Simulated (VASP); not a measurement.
**AlN: work function with PBEsol**

AlN, a slab with vacuum:

```
Al N
1.0
     3.11300    0.00000    0.00000
     0.00000    4.98100    0.00000
     0.00000    0.00000   19.59458
Al N
4 4
Direct
  0.00000 0.02123 0.42446
  0.50000 0.49493 0.44625
  0.50000 0.99493 0.55375
  0.00000 0.52123 0.57554
  0.00000 0.37294 0.41032
  0.50000 0.87090 0.45386
  0.50000 0.37090 0.54614
  0.00000 0.87294 0.58968
```

```yaml
Program: VASP 6.6.1
Task: work function
Functional: PBEsol
Potentials_or_basis: VASP PAW PBE potentials, release 64 (Al, N)
Cutoff: 520 eV
k_mesh: 8 × 6 × 1
Occupations: gaussian, width 0.05 eV
Spin: no spin polarisation
Dipole_correction: yes
Further_INCAR_settings: ALGO = Normal; EDIFF = 1e-06
```

```json
{
  "Largest force": "0.012 eV/Å",
  "Band gap on the k mesh": "2.60 eV, indirect (least direct gap 2.68 eV)",
  "Ionisation potential of the upper face": "5.78 eV"
}
```

Forces in eV/Å, atoms in the order of the input:
```
Al   0.000 -0.003  0.012
Al   0.000 -0.002 -0.011
Al   0.000 -0.002  0.011
Al   0.000 -0.003 -0.012
N    0.000 -0.001  0.004
N    0.000  0.007 -0.009
N    0.000  0.007  0.009
N    0.000 -0.001 -0.004
```

Levels at points of the mesh, in eV from the valence-band top:
```csv
k point,band 12,band 13,band 14,band 15,band 16,band 17,band 18,band 19,band 20,band 21
"(0.00, 0.00, 0.00)",-0.74,-0.72,-0.59,-0.44,-0.08,2.60,3.91,5.61,5.75,5.87
"(0.50, 0.00, 0.00)",-2.23,-2.02,-1.17,-0.53,-0.15,4.21,4.83,5.68,6.43,6.87
"(0.00, 0.50, 0.00)",-1.77,-0.77,-0.77,-0.38,-0.38,3.77,3.77,5.83,5.83,6.39
"(0.50, 0.50, 0.00)",-1.57,-1.42,-1.42,-0.18,-0.18,4.30,4.30,5.99,5.99,6.38
```

Wall time 56 s on 8 MPI ranks on AMD EPYC 7R13 Processor (Zen 3), on a shared host, peak memory 0.42 GiB a rank.

Caveat: the PAW data sets were made with another functional, which shifts forces and pressure a little.
